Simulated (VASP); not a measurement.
## Band gap from r2SCAN to PBEsol

Plane-wave PAW density functional theory at fixed atoms, no spin polarisation, Gamma-centred mesh; band v is the last by electron count, c the next, levels count from the top of v, gaps are read over the k mesh and the listed points, a negative gap is an overlap (a metal). The results are calculated, by VASP 6.6.1.

Settings of every row: spin orbit no; screening parameter 0 Å⁻¹; occupations Gaussian; smearing width 0.01 eV; wave cutoff 520 eV; datasets recommended PBE set.

Limits: no spin-orbit coupling, which shifts gaps with heavier elements (CdSe, CdTe, ZnSe, KI).

Limits of some rows: gaps lack spin-orbit coupling (CdTe, KI).

Each row is one system, at the same atoms, with functional r2SCAN and with PBEsol. The rows are a selection: systems with far-off first values are left out.

```
row  formula     space group  atoms in the cell  V (Å³/atom)  r2SCAN (eV)  PBEsol (eV)
  1     CdSe     F-43m (216)                  2        28.87        1.027        0.431
  2     CdTe     F-43m (216)                  2        35.29        1.153        0.554
  3     ZnSe     F-43m (216)                  2        22.72        1.873        1.176
  4      SiC    P6_3mc (186)                  4        10.34        2.659        2.112
  5      LiH     Fm-3m (225)                  2         8.04        3.582        2.745
  6      CaO     Fm-3m (225)                  2        13.78        4.187            ?
  7        C     Fd-3m (227)                  2         5.64        4.336        4.024
  8       KI     Fm-3m (225)                  2        44.52        4.583        3.794
  9     SiO₂  P4_2/mnm (136)                  6         7.79        6.509        5.511
 10     LiCl     Fm-3m (225)                  2        16.70        7.360        6.192
```

Question: what band gap should CaO (row 6) have with PBEsol?

Worked estimate. Take the shift, the second value less the first: -0.596, -0.599, -0.697, -0.547, -0.837, -0.312, -0.789, -0.998, -1.168 eV in the shown rows, -0.727 eV in the mean. Its slope on the first value, -0.0758, is under 2.5 standard errors, so the mean serves, with a standard deviation of 0.256 eV. The shift is -0.727 eV, which gives 4.187 − 0.727 = 3.460 eV.

The calculation gave 3.531 eV, a shift of -0.656. The estimate is 0.071 eV too low, within two standard deviations; taking the first value unchanged would miss by 0.656 eV.
